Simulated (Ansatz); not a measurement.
# K2S (Fm-3m): exact exchange against the cheap answer (a further series)

How far do hybrid functionals move K2S (Fm-3m) from its cheap description, and at what price?

Program: Ansatz 0.2.0. Level of theory: DFT at several levels, plane waves, PAW. These are calculated values, not measurements.

### 1 The structure to begin with

It takes space group Fm-3m (No. 225, cubic). The conventional cell has a = 7.391 Å, b = 7.391 Å, c = 7.391 Å, α = 90.00°, β = 90.00°, γ = 90.00°. K (site symmetry -43m) is surrounded by 4 S at 3.20 Å. Around S (site symmetry m-3m) lie 8 K at 3.20 Å.

Structure file:

```
K S
1.0
     0.00000    3.69550    3.69550
     3.69550    0.00000    3.69550
     3.69550    3.69550    0.00000
K S
2 1
Direct
  0.25000 0.25000 0.25000
  0.75000 0.75000 0.75000
  0.00000 0.00000 0.00000
```

At PBE, an earlier run found 0.57 GPa for this cell of 33.646 Å³/atom (6×6×6 mesh), mesh gap 2.40 eV.

All runs below keep this geometry.

Levels to run, all on a 4×4×4 mesh: revPBE0; HSE06 form (fraction 0.4); LC-ωPBE. Hardware: 4 threads of Arm Neoverse V2, shared host.

An earlier series ran PBE on this mesh: volume 33.646 Å³/atom, pressure 0.56 GPa, gap on the mesh 2.40 eV.

### 2 revPBE0

input.yaml reads:

```yaml
crystal:
  lattice:
    - [0.0, 3.6954997636, 3.6954997636]
    - [3.6954997636, 0.0, 3.6954997636]
    - [3.6954997636, 3.6954997636, 0.0]
  atoms:
    - { symbol: K, position: [0.25, 0.25, 0.25] }
    - { symbol: K, position: [0.75, 0.75, 0.75] }
    - { symbol: S, position: [0.0, 0.0, 0.0] }
basis:
  ecutwfc: 420
  ecutrho_ratio: 4
kpoints:
  mp_grid: { grid: [4, 4, 4] }
hamiltonian:
  xc: revpbe0
scf:
  occupations: { method: gaussian, width: 0.05 }
  n_extra_bands: 10
output:
  forces: true
  stress: true
  eigenvalues: true
  populations: true
  dos: { projected: true, de: 0.02 }
```

Run with:

```sh
ansatz run input.yaml --threads 4 --pin off --max-ram 8192MiB --backend cpu --events-out ev --progress --plain --runs-dir out
```

Further steps of the session: HSE06 form (fraction 0.4); LC-ωPBE.

**Question.** What will these runs give? Wanted: for each run, exact exchange; change of gap; pressure.

The runs gave:

| level | exact exchange | gap on the mesh (eV) | change of gap (eV) | pressure (GPa) | wall time | CPU time |
| --- | --- | --- | --- | --- | --- | --- |
| PBE (earlier series) | 0.00 | 2.40 | 0 | 0.6 | 0.48 s | 1.3 s |
| revPBE0 | 0.25 | 4.23 | +1.84 | 1.0 | 7.7 s | 25 s |
| HSE06 form (fraction 0.4) | 0.40 | 3.91 | +1.51 | 0.1 | 7.8 s | 26 s |
| LC-ωPBE | by range | 8.22 | +5.83 | 0.0 | 9.7 s | 32 s |

Changes count from PBE. Times are on 4 threads of Arm Neoverse V2, shared host; the hybrid runs also made densities of states.

Against 2.40 eV at PBE, the runs with exact exchange give 3.91 (HSE06 form (fraction 0.4)) to 8.22 eV (LC-ωPBE). The pressure spans 0.0 to 1.0 GPa, negative where a level wants a smaller cell on this coarse mesh, whose own error is in all of them. The median run with exact exchange took 19 times the CPU time of the cheap one. Gaps are over this coarse mesh alone, and total energies of different levels can't be compared. The program warned that the SCF threshold is loose for the stress of this hybrid run.
